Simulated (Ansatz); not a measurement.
A crystal relaxed with r2SCAN in Ansatz 0.2.0 has space group P6_3mc (No. 186) and a = 4.578 Å, c = 7.455 Å.

| atom | site | x | y | z |
| --- | --- | --- | --- | --- |
| Mg | 2b | 0.3333 | 0.6667 | 0.9969 |
| Xx | 2b | 0.3333 | 0.6667 | 0.3731 |

The r2SCAN gap is indirect, 3.160 eV (K–Γ (0.98 of the way from K) to Γ), below the direct gap of 3.160 eV at Γ. Least and direct gap differ so little that the kind isn't settled. With HSE06 the valence top lies at K–Γ (0.98 of the way from K) and the conduction bottom at Γ, 3.317 eV higher; the smallest vertical gap, at Γ, is 3.317 eV. Least and direct gap differ so little that the kind isn't settled. With PBE the gap is 2.46 eV and direct, at Γ. Meshes: r2SCAN 6×6×4, HSE06 6×6×2, PBE 6×6×4. r2SCAN's ε∞ is 4.9 along x and y, 5.0 along z.

Task: Which element is Xx?
A. Te
B. Se
C. O
D. S

Result: A. Xx is Te: MgTe (P6_3mc) from a database of computed structures. Mg has 4 Te at 2.80 Å; Te has 4 Mg at 2.80 Å.

No spin polarisation and no zero-point or thermal motion.

Spin-orbit coupling is left out, which matters wherever the heavy atoms make up the band edges.

Where an edge lies off the special points, it is a point of the mesh or the k point where a search put PBE's edge or least direct gap, reused for the other functionals, whose own edges may lie a little apart.

The meshes of the hybrids are coarse, so their gaps aren't converged to the digits shown.
